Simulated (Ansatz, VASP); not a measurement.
BeTe: VASP beside Ansatz

```
Te Be
1.0
     0.00000    2.77000    2.77000
     2.77000    0.00000    2.77000
     2.77000    2.77000    0.00000
Te Be
1 1
Direct
  0.75000 0.75000 0.75000
  0.00000 0.00000 0.00000
```

Alike in both runs: task relaxation of cell and atoms; functional PBE; k mesh 8 × 8 × 8; occupations fermi-dirac, width 0.05 eV; no spin polarisation.

|  | VASP | Ansatz |
| --- | --- | --- |
| version | VASP 6.6.1 | Ansatz 0.2.0 |
| potentials or method | VASP PAW PBE potentials, release 54 (Te, Be) | Ansatz PAW |
| plane-wave cutoff (eV) | 600 | 420 |
| valence electrons in the cell | 8 | 18 |

VASP gave:

| Item | Value |
| --- | --- |
| relaxed volume (Å³/atom) | 22.76 |
| relaxed cell length with the largest relative difference (Å) | 4.008 |
| energy change over the relaxation (meV/atom) | -20 |

Q: Estimate Ansatz's values.

A: Relaxed volume (Å³/atom): 22.71; relaxed cell length with the largest relative difference (Å): 4.005; energy change over the relaxation (meV/atom): -18.

The two sets of potentials don't hold the same shells in valence.

Caveats: the plane-wave basis is chosen anew once the cell has moved, so the energies of steps on either side of that aren't comparable (Ansatz). Zero-point motion and thermal expansion aren't in these numbers. A k mesh can miss the band edges.
